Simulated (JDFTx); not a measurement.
**Hf under changes of volume**

One of the cells (23.523 Å³/atom); the others are scaled copies at fixed shape and fractional positions:

```
Hf
1.0
    -1.80500    1.80500    1.80500
     1.80500   -1.80500    1.80500
     1.80500    1.80500   -1.80500
Hf
1
Direct
  0.00000 0.00000 0.00000
```

This isn't the form of Hf at room conditions, which is hcp.

```yaml
Program: JDFTx 1.7.0 (patched build)
Functional: PBE
Potentials_or_basis: PseudoDojo-SR-PBE-0.5-standard
Cutoff: 789 eV
Density_cutoff: 3157 eV
k_mesh: 10 × 10 × 10
Occupations: fermi-dirac, width 0.05 eV
Spin: no spin polarisation
```

```csv
volume (Å³/atom),energy over the lowest point (meV/atom),pressure (GPa)
22.112,0.00,1.1
22.582,0.16,-1.0
23.052,6.53,-3.0
23.523,18.55,-4.8
23.993,35.63,-6.5
24.464,?,?
24.934,82.95,-9.3
```

Problem. What does the run at 24.464 Å³/atom give?

Solution. Energy over the lowest point 57.26 meV/atom; pressure -8.0 GPa.

Worked out: A Birch-Murnaghan fit of order 3 (a polynomial in V^(-2/3)) to the other rows has its minimum at 22.33 Å³/atom with B0 = V·E''(V) = 107 GPa and B' = 4.1. It gives 57.26 meV/atom at 24.464 Å³/atom, against the run's 57.26, and -dE/dV = -8.1 GPa, against -8.0.

Energies are extrapolated to zero smearing.
